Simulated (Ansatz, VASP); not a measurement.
## SiN in VASP and in Ansatz

```
Si N
1.0
     2.84574    0.00000    0.00000
    -1.42287    2.46448    0.00000
     0.00000    0.00000   32.04359
Si N
2 2
Direct
  0.33333 0.66667 0.22071
  0.66667 0.33333 0.30981
  0.66667 0.33333 0.20137
  0.33333 0.66667 0.32916
```

Change from the starting cell: species swapped into a sheet of the ZnN type.

Alike in both runs: functional PBE; k mesh 18 × 18 × 1; occupations gaussian, width 0.1 eV; no spin polarisation.

Ansatz relaxed the structure, and its values are those at the end. VASP's run is a single point on that final structure, the one shown.

|  | VASP | Ansatz |
| --- | --- | --- |
| version | VASP 6.6.1 | Ansatz 0.2.0 |
| potentials or method | VASP PAW PBE potentials, release 64 (Si, N) | scalar-relativistic, plane waves, PAW |
| plane-wave cutoff (eV) | 520 | 420 |
| valence electrons in the cell | 18 | 18 |

Ansatz gave:

* gap on the k mesh at the Fermi level (eV): none
* rms of the force components (eV/Å): 0.000

Which values does VASP return?

gap on the k mesh at the Fermi level (eV): none; rms of the force components (eV/Å): 0.018.

A gap of «none» marks a metal or a gap that the smearing closes. Ansatz warned: «xc_potential_rough_in_thin_density».
